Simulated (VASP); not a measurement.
# Mg2Sn: relaxation of cell and atoms with PBEsol

Mg2Sn:

```
Mg Sn
1.0
     0.00000    3.37157    3.37157
     3.37157    0.00000    3.37157
     3.37157    3.37157    0.00000
Mg Sn
2 1
Cartesian
  1.6858 1.6858 1.6858
  5.0573 5.0573 5.0573
  3.3716 0.0000 3.3716
```

- Program: VASP 6.6.1
- Task: relaxation of cell and atoms
- Functional: PBEsol
- Potentials or basis: VASP PAW PBE potentials, release 64 (Mg, Sn_d)
- Cutoff: 600 eV
- k mesh: 10 × 10 × 10
- Occupations: methfessel-paxton, width 0.1 eV
- Spin: no spin polarisation
- Further INCAR settings: ALGO = Normal; EDIFF = 1e-07; IBRION = 2; EDIFFG = -0.005; NSW = 90; ISIF = 3

- Relaxed volume: 25.53 Å³/atom
- Relaxed cell: a = 4.767 Å, b = 4.767 Å, c = 4.767 Å, α = 60.00°, β = 60.00°, γ = 60.00°
- Space group after relaxing (to 0.05 Å): Fm-3m (No. 225)
- Energy gained by relaxing: 0.0 meV/atom
- Ionic steps: 2
- Pressure after relaxing: 0.0 GPa
- Band gap on the k mesh: none (metal or under the smearing width)

Final structure:
```
CELL_PARAMETERS angstrom
0.00000 3.37045 3.37045
3.37045 0.00000 3.37045
3.37045 3.37045 0.00000
ATOMIC_POSITIONS crystal
Mg 0.25000 0.25000 0.25000
Mg 0.75000 0.75000 0.75000
Sn 0.00000 0.00000 0.00000
```

Levels at points of the mesh, in eV from the Fermi level:
| k point | band 5 | band 6 | band 7 | band 8 | band 9 | band 10 | band 11 | band 12 | band 13 |
| --- | --- | --- | --- | --- | --- | --- | --- | --- | --- |
| (0.00, 0.00, 0.00) | -20.81 | -9.13 | 0.03 | 0.03 | 0.03 | 1.44 | 2.21 | 2.21 | 2.21 |
| (0.50, 0.00, 0.00) | -20.81 | -7.86 | -4.81 | -0.80 | -0.80 | 0.73 | 2.25 | 2.25 | 3.94 |
| (0.50, 0.50, 0.00) | -20.81 | -7.35 | -4.58 | -2.09 | -2.09 | -0.08 | 0.13 | 7.26 | 7.26 |

It took 32 s on 2 MPI ranks on Intel(R) Xeon(R) 6975P-C (Granite Rapids) (shared host), peak memory 0.28 GiB a rank.

Caveat: the PAW data sets were made with another functional, which shifts forces and pressure a little; this crystal is a semiconductor, whose small gap the functional closes, so the metal is an error of the method.
